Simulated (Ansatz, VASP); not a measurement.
KMgF3: VASP beside Ansatz

File INCAR:

```
PREC = Accurate
ENCUT = 520
EDIFF = 1E-6
ISMEAR = 0
SIGMA = 0.05
LREAL = False
LASPH = True
NELM = 80
ALGO = Normal
ISIF = 2
LWAVE = False
LCHARG = False
GGA = CA
NBANDS = 24
```

File KPOINTS:

```
regular mesh
0
Gamma
  6 6 6
```

The input POSCAR:

```
KMgF3
1.0
    4.0009338747      0.2500583672      0.2500583672
    0.2500583672      4.0009338747      0.2500583672
    0.2500583672      0.2500583672      4.0009338747
K Mg F
1 1 3
Direct
    0.5000000000      0.5000000000      0.5000000000
    0.0000000000      0.0000000000      0.0000000000
    0.5000000000      0.0000000000      0.0000000000
    0.0000000000      0.5000000000      0.0000000000
    0.0000000000      0.0000000000      0.5000000000
```

Input for Ansatz:

```yaml
crystal:
  lattice:
    - [4.0009338747, 0.2500583672, 0.2500583672]
    - [0.2500583672, 4.0009338747, 0.2500583672]
    - [0.2500583672, 0.2500583672, 4.0009338747]
  atoms:
    - { symbol: K, position: [0.5, 0.5, 0.5] }
    - { symbol: Mg, position: [0.0, 0.0, 0.0] }
    - { symbol: F, position: [0.5, 0.0, 0.0] }
    - { symbol: F, position: [0.0, 0.5, 0.0] }
    - { symbol: F, position: [0.0, 0.0, 0.5] }
basis:
  ecutwfc: 420
kpoints:
  mp_grid: { grid: [6, 6, 6] }
hamiltonian:
  xc: lda
scf:
  occupations: { method: gaussian, width: 0.05 }
output:
  forces: true
  stress: true
  eigenvalues: true
```

Alike in both runs: task single point; functional LDA; k mesh 6 × 6 × 6; occupations gaussian, width 0.05 eV; no spin polarisation.

|  | VASP | Ansatz |
| --- | --- | --- |
| version | VASP 6.6.1 | Ansatz 0.2.0 |
| potentials or method | VASP PAW LDA potentials, release 64 (K_sv, Mg, F) | scalar-relativistic, plane waves, PAW |
| plane-wave cutoff (eV) | 520 | 420 |
| valence electrons in the cell | 32 | 40 |

Ansatz gave:

| Property | Result |
| --- | --- |
| gap on the k mesh at the Fermi level (eV) | 6.48 |
| least direct gap on the mesh (eV) | 6.60 |
| pressure (GPa) | -3.5 |
| largest component of the traceless stress (GPa) | 5.47 |

Task: Which values does VASP return?

Result: gap on the k mesh at the Fermi level (eV): 6.45; least direct gap on the mesh (eV): 6.58; pressure (GPa): -4.4; largest component of the traceless stress (GPa): 5.53.

The two sets of potentials don't hold the same shells in valence.

A k mesh can miss the band edges. A hybrid or GW would open this gap; LDA tends to underestimate it.
